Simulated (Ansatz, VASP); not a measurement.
**Ga: VASP beside Ansatz**

```
Ga
1.0
     0.00000    2.89176    2.89176
     2.89176    0.00000    2.89176
     2.89176    2.89176    0.00000
Ga
2
Direct
  0.12500 0.12500 0.12500
  0.87500 0.87500 0.87500
```

Alike in both runs: task single point; functional revPBE; k mesh 10 × 10 × 10; occupations fermi-dirac, width 0.1 eV; no spin polarisation.

```csv
,VASP,Ansatz
version,VASP 6.6.1,Ansatz 0.2.0
potentials or method,"VASP PAW PBE potentials, release 64 (Ga_d)","plane waves (420 eV) with PAW, scalar-relativistic"
plane-wave cutoff (eV),520,420
valence electrons in the cell,26,26
```

VASP gave:

```
pressure (GPa) : 3.4
```

Problem. What did Ansatz give for the same quantities?

Solution. Pressure (GPa): 3.3.

With one functional, cell and mesh, what is left measures potentials, basis and numerics.

Caveats: the PAW data sets were made with another functional, which shifts forces and pressure a little (VASP).
